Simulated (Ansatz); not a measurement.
# Ru: element swaps in one structure

An exercise on one series of results from a longer session: the logs are not shown, and one member is left open.

Computed with Ansatz 0.2.0 (DFT PBEsol, scalar-relativistic, plane waves, PAW, unless a step's input says otherwise).

1 further run of the same task is left out (set aside as unsound or not needed).

## The structure to begin with

It takes space group P6_3/mmc (No. 194, hexagonal). Conventional cell: a = 2.689 Å, b = 2.689 Å, c = 4.252 Å, α = 90.00°, β = 90.00°, γ = 120.00°. Around Ru (site symmetry -6m2) lie 12 Ru at 2.63 to 2.69 Å.

Structure file:

```cif
data_structure
_symmetry_space_group_name_H-M 'P 1'
_symmetry_Int_Tables_number 1
_cell_length_a 2.6895
_cell_length_b 2.6895
_cell_length_c 4.2519
_cell_angle_alpha 90.000
_cell_angle_beta 90.000
_cell_angle_gamma 120.000
_cell_volume 26.64
loop_
_atom_site_label
_atom_site_type_symbol
_atom_site_fract_x
_atom_site_fract_y
_atom_site_fract_z
_atom_site_occupancy
Ru1 Ru 0.33333 0.66667 0.25000 1
Ru2 Ru 0.66667 0.33333 0.75000 1
```

It goes back to an entry of the Materials Project.

This cell was relaxed beforehand with the same method: volume 13.32 Å³/atom, gap on the mesh none (metal).

The first run:

Input file input.yaml:

```yaml
crystal:
  lattice:
    - [3.0485661379, 0.0, 0.0]
    - [-1.5242830689, 2.6401357206, 0.0]
    - [0.0, 0.0, 4.8196394144]
  atoms:
    - { symbol: Hf, position: [0.3333333333, 0.6666666667, 0.25] }
    - { symbol: Hf, position: [0.6666666667, 0.3333333333, 0.75] }
basis:
  ecutwfc: 420
kpoints:
  mp_grid: { grid: [6, 6, 4] }
hamiltonian:
  xc: pbesol
scf:
  occupations: { method: gaussian, width: 0.1 }
output:
  forces: true
  stress: true
  eigenvalues: true
```

The run is started by

```bash
> ansatz run input.yaml --threads 1 --pin off --max-ram 2560MiB --backend cpu --events-out ev --progress --plain --runs-dir out
```

Steps of the session up to this table: Quick check of gap, pressure and forces (Hf); Coarse relaxation (Hf); The relaxation (Hf); Quick check of gap, pressure and forces (Zr); Coarse relaxation (Zr); Relaxing cell and atoms (Zr).

One of the session's tables, all rows but one given; the rest of the session is left out.

| swap | volume (Å³/atom) | a (Å) | b (Å) | c (Å) |
| --- | --- | --- | --- | --- |
| none | 13.32 | 2.689 | 2.689 | 4.252 |
| Ru → Os | 13.89 | 2.727 | 2.727 | 4.313 |
| Ru → Fe | 9.81 | 2.429 | 2.429 | 3.842 |
| Ru → Mo | 15.62 | 2.730 | 2.730 | 4.839 |
| Ru → Ti | 16.72 | 2.901 | 2.901 | 4.589 |
| Ru → Hf | ? | ? | ? | ? |
| Ru → Zr | 22.47 | 3.186 | 3.186 | 5.112 |

Estimate the missing values for Ru → Hf.

**Answer.** volume (Å³/atom): 21.61; a (Å): 3.158; b (Å): 3.158; c (Å): 5.004. In the column «volume (Å³/atom)» it lies between Ru → Ti (16.72) and Ru → Zr (22.47).

Lengths are those of the computed cell. Rows of earlier swaps come from the sessions before.

To keep in mind: Spin-orbit coupling is left out for Hf.
